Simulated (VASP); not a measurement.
A run of VASP 6.6.1 is set up as follows.

Contents of POSCAR:

```
HCl
1.0
    7.4168600000      0.0000000000      0.0000000000
    0.0000000000      7.4168600000      0.0000000000
    0.0000000000      0.0000000000      7.4168600000
Cl H
8 8
Direct
    0.6490752151      0.8151832447      0.6376687709
    0.9270634743      0.1454254226      0.0793192807
    0.7547398764      0.2704783426      0.5168898968
    0.3841787495      0.3104143802      0.8986552261
    0.7441289171      0.6287161953      0.1220867052
    0.1913747866      0.5060362471      0.3666241509
    0.1864266010      0.8806961437      0.7824739849
    0.4058860488      0.9799429947      0.2559169244
    0.7039771548      0.9809407215      0.6107166645
    1.0697114412      0.2428790620      0.0831214287
    0.7993948922      0.2815746825      0.3436225033
    0.3218747556      0.1758021589      0.8052059767
    0.6202220347      0.7488478952      0.1602969451
    0.0603489887      0.6196287917      0.3431101571
    0.3244769350      0.8305266649      0.7029254968
    0.4236968205      1.0876300753      0.1218305321
```

INCAR.step1

```
ALGO = Normal
EDIFF = 1E-4
ENCUT = 520
GGA = PE
ISMEAR = -1
LASPH = True
LCHARG = False
LREAL = Auto
LWAVE = True
NBANDS = 46
NELM = 100
PREC = Accurate
SIGMA = 0.05
```

Contents of INCAR.step2:

```
ALGO = Normal
EDIFF = 1E-7
ENCUT = 520
ISIF = 2
ISMEAR = -1
ISTART = 1
LASPH = True
LCHARG = True
LELF = True
LMIXTAU = True
LREAL = Auto
LVHAR = True
LWAVE = False
METAGGA = R2SCAN
NBANDS = 46
NELM = 100
PREC = Accurate
SIGMA = 0.05
```

The input KPOINTS:

```
k-points
0
Gamma
  1 1 1
```

Potentials or basis: VASP PAW PBE potentials, release 64 (Cl, H).

Run with:

```console
$ cat potpaw_PBE.64/Cl/POTCAR potpaw_PBE.64/H/POTCAR > POTCAR
$ cp INCAR.step1 INCAR
$ mpirun -np 1 vasp_gam > vasp.out
$ cp INCAR.step2 INCAR
$ mpirun -np 1 vasp_gam > vasp.out
```

Task: Predict the pressure.

Result: -0.2 GPa.

Task: Predict the band gap on the k mesh.

Result: 6.20 eV, direct.

Task: Estimate the largest force.

Result: 1.598 eV/Å.

Forces in eV/Å, atoms in the order of the input:
```
Cl   0.180  0.476 -0.029
Cl  -0.041 -0.037 -0.030
Cl   0.263  0.258 -0.961
Cl  -0.019 -0.209 -0.158
Cl  -0.439  0.380  0.109
Cl  -0.334  0.340 -0.076
Cl  -1.322  0.519  0.728
Cl   0.076 -0.200  0.152
H   -0.229 -0.533 -0.049
H    0.047  0.074  0.018
H   -0.254 -0.222  1.064
H    0.019  0.180  0.153
H    0.427 -0.402 -0.053
H    0.331 -0.326  0.053
H    1.324 -0.493 -0.748
H   -0.028  0.194 -0.172
```

Caveat: the PAW data sets were made with another functional, which shifts forces and pressure a little. r2SCAN opens gaps a little over a GGA but as a rule still falls short of measured ones.
